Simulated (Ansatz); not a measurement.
A (101) slab of Al$_{2}$Cu (Fm-3m (No. 225)), 11 planes, outer planes Al (top) and Al (bottom), with 11 atoms (Al8Cu3) in a surface cell of A = 14.238 Å², as cut from the bulk:

```
CELL_PARAMETERS angstrom
4.05462 0.00000 0.00000
2.02722 3.51146 0.00000
0.00000 0.00000 26.58714
ATOMIC_POSITIONS crystal
Al 0.00001 0.00001 0.28209
Al 0.66669 0.66669 0.34435
Cu 0.00003 0.00003 0.37548
Al 0.33337 0.33337 0.40661
Al 0.00004 0.00004 0.46887
Cu 0.33338 0.33338 0.50000
Al 0.66672 0.66672 0.53113
Al 0.33340 0.33340 0.59339
Cu 0.66674 0.66674 0.62452
Al 0.00007 0.00007 0.65565
Al 0.66675 0.66675 0.71791
```

Level of theory: DFT r2SCAN, scalar-relativistic, plane waves, PAW (Ansatz 0.2.0). Settings: cutoff 500 eV, Γ-centred mesh 9×9×1 on the computed 11-atom cell, Gaussian smearing of 0.10 eV; no spin polarisation. The cell repeats along c with a dipole correction in the vacuum.

The relaxed slab holds 3 formula units of Al$_{2}$Cu and 2 further Al. Against those formula units in the bulk and the further Al in its standard state it lies 3.447 eV higher. The formation energy of Al$_{2}$Cu from the standard states is -0.628 eV a formula unit (uncorrected, no zero-point or thermal terms).

(1) Over what range can the chemical potential of Al vary, and what is the surface energy at both ends?

(2) How does its energy depend on growth conditions?

## Answers

(1) In contact with the bulk, 2μ(Al) + μ(Cu) is fixed. With Δμ counted from the standard states, Δμ(Al) ≤ 0 keeps elemental Al from forming, and Δμ(Cu) ≤ 0 requires Δμ(Al) ≥ ΔH/2 = -0.314 eV. Other compounds of Al and Cu can narrow this range. Then γ, the mean of both faces, = [3.447 eV − 2.00·Δμ(Al)]/(2A). At the Al-rich end (Δμ = 0): 3.447/(2 × 14.238) × 16.02 = 1.94 J/m². At the Al-poor end: (3.447 + 0.628)/(2 × 14.238) × 16.02 = 2.29 J/m².

(2) It carries an excess of Al, so its energy falls by 1.13 J/m² for each eV that μ(Al) rises: Al-rich conditions lower it; whether it appears depends on the other terminations.